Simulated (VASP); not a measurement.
Runs of VASP 6.6.1 on BeSe. Symmetry: F-43m, No. 216, cubic system. The conventional cell has a = 5.168 Å, b = 5.168 Å, c = 5.168 Å, α = 90.00°, β = 90.00°, γ = 90.00°. Be (site symmetry -43m) is surrounded by 4 Se at 2.24 Å. Se (site symmetry -43m) is surrounded by 4 Be at 2.24 Å. The cell comes from a database or a generator and needn't be the stable form of this composition.

| level | spin | cell | k mesh | mesh quality | gap on the mesh (eV) | pressure (GPa) |
| --- | --- | --- | --- | --- | --- | --- |
| PBE | non-collinear, zero start, SOC | F-43m, 17.25 Å³/atom | 6 × 6 × 6 | not flagged | - | 0.7 |
| PBE | off | F-43m, 19.32 Å³/atom | 6 × 6 × 6 | not flagged | 2.86 | (b) |
| r2SCAN | off | F-43m, 17.25 Å³/atom | 4 × 4 × 4 | coarse | (a) | 0.5 |
| PBE | off | F-43m, 17.25 Å³/atom | 6 × 6 × 6 | not flagged | 2.65 | 0.7 |

Alike in all rows: task single point; potentials or basis VASP PAW PBE potentials, release 64 (Be, Se); cutoff (eV) 520; smearing gaussian 0.1 eV.

Problem. Fill in the values left out.

Solution. (a) 3.12; (b) -6.4.

Caveats: some runs use coarse meshes; the PAW data sets were made with another functional, which shifts forces and pressure a little (some runs).

A k mesh can miss the band edges, and rows without SOC leave out spin-orbit coupling on Se.
